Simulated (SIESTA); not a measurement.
Crystal: SnO2 (Cassiterite).

```xyz
6
Lattice="4.7380 0.0000 0.0000 0.0000 4.7380 0.0000 0.0000 0.0000 3.1865" Properties=species:S:1:pos:R:3 pbc="T T T"
Sn    2.3690    2.3690    1.5933
Sn    0.0000    0.0000    0.0000
O     3.8240    0.9140    1.5933
O     3.2830    3.2830    0.0000
O     0.9140    3.8240    1.5933
O     1.4550    1.4550    0.0000
```

Base run:

- Program: SIESTA 5.4.2
- Functional: AM05
- Potentials or basis: PseudoDojo 0.4 standard (PBEsol files)
- Basis: DZP (energy shift 0.002 Ry)
- Grid cutoff: 800 Ry
- Energy shift: 0.002 Ry
- k mesh: 6 × 6 × 8
- Occupations: fermi-dirac, width 0.05 eV
- Spin: no spin polarisation

Its results: band gap on the k mesh 0.87 eV, direct; pressure 12.7 GPa; largest force 0.206 eV/Å.

Q: The run is repeated on the same cell with these changes: functional from AM05 to PBE; potentials or basis from PseudoDojo 0.4 standard (PBEsol files) to PseudoDojo 0.4 stringent (PBE files); valence electrons from 52 to 68. What comes out?

A: Band gap on the k mesh 1.26 eV, direct; pressure 13.3 GPa; largest force 0.200 eV/Å.

Caveats: semicore shells carry a single zeta, which can move pressures by several GPa and volumes by a few percent; spin-orbit coupling is left out, which moves the levels of the heavy elements; the basis of atomic orbitals isn't converged, which shifts pressures, moduli and gaps; the potentials were made for another functional, which shifts forces and pressure (some runs); the valence orbitals were made in a potential fitted to the semicore shell under them, which widens gaps by tenths of an eV or more (some runs).
